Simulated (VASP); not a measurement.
Wanted: the native input for a VASP 6.6.1 run.

| Item | Value |
| --- | --- |
| Task | single point |
| Functional | LDA |
| Potentials or basis | VASP PAW LDA potentials, release 64 (Co, H_s) |
| Cutoff | 900 eV |
| k mesh | 9 × 9 × 9 |
| Occupations | gaussian, width 0.02 eV |
| Spin | collinear spin, ferromagnetic start |
| Starting moments | [2.0, 0.0] μB |
| Further INCAR settings | ADDGRID = False; ALGO = Normal; EDIFF = 1e-08 |

The structure of CoH lies in POSCAR:

```
CoH
1.0
    0.0000000000      1.8429617100      1.8429617100
    1.8429617100      0.0000000000      1.8429617100
    1.8429617100      1.8429617100      0.0000000000
Co H
1 1
Direct
    0.0000000000      0.0000000000      0.0000000000
    0.5000000000      0.5000000000      0.5000000000
```

The cell comes from a database or a generator and needn't be the stable form of this composition.

One way to write it, as run:

INCAR

```
  PREC = Accurate
  ENCUT = 900
  EDIFF = 1E-8
  ISMEAR = 0
  SIGMA = 0.02
  LREAL = False
  LASPH = True
  NELM = 100
  ALGO = Normal
  ISIF = 2
  LWAVE = False
  LCHARG = False
  ISPIN = 2
  MAGMOM = 2 0
  LORBIT = 11
  LMAXMIX = 4
  GGA = CA
  ADDGRID = False
```

KPOINTS

```
Automatic mesh
0
Gamma
  9 9 9
```

Potentials or basis: VASP PAW LDA potentials, release 64 (Co, H_s).

Run with:

```sh
$ cat potpaw_LDA.64/Co/POTCAR potpaw_LDA.64/H_s/POTCAR > POTCAR
$ mpirun -np 1 vasp_std > vasp.out
```

Results of the run:

```
Pressure                                              : -14.0 GPa
Band gap on the k mesh                                : none (metal or under the smearing width)
Net moment                                            : 1.08 μB per cell
Site moments                                          : Co +1.10; H -0.01 μB
Valence electrons inside the program's atomic spheres : Co 8.40; H 0.77
```

Wall time 19 s on 1 thread of Intel(R) Xeon(R) 6975P-C (Granite Rapids), with other jobs on the host, peak memory 0.16 GiB.
